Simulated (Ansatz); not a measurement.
Input and command of a plane-wave DFT calculation in Ansatz:

```yaml
crystal:
  lattice:
    - [4.6554375016, 0.0, 0.0]
    - [-2.3277187508, 4.0317271421, 0.0]
    - [0.0, 0.0, 10.42318864]
  atoms:
    - { symbol: Hg, position: [0.0, 0.68385847, 0.6666666667] }
    - { symbol: Hg, position: [0.68385847, 0.0, 0.3333333333] }
    - { symbol: Te, position: [0.48557095, 0.48557095, 0.5] }
    - { symbol: Te, position: [0.0, 0.51442905, 0.1666666667] }
    - { symbol: Te, position: [0.51442905, 0.0, 0.8333333333] }
basis:
  ecutwfc: 420
kpoints:
  mp_grid: { grid: [6, 6, 4] }
hamiltonian:
  xc: pbesol
scf:
  occupations: { method: fixed }
output:
  forces: true
  stress: true
  eigenvalues: true
```

```bash
ansatz run input.yaml --threads 1 --pin off --max-ram 2560MiB --backend cpu --events-out ev --progress --plain --runs-dir out
```

Processor: Intel(R) Xeon(R) Platinum 8259CL CPU @ 2.50GHz (Skylake/Cascade Lake), 1 thread, on a host shared with other jobs.

Q: How long does it run, and how much memory does it take?

A: About 45 s on 1 thread of Intel(R) Xeon(R) Platinum 8259CL CPU @ 2.50GHz (Skylake/Cascade Lake) (shared host), peak memory 0.66 GiB. It solves 53 bands at 47 k points (the mesh reduced by symmetry) with about 3809 plane waves, in 8 SCF iterations.
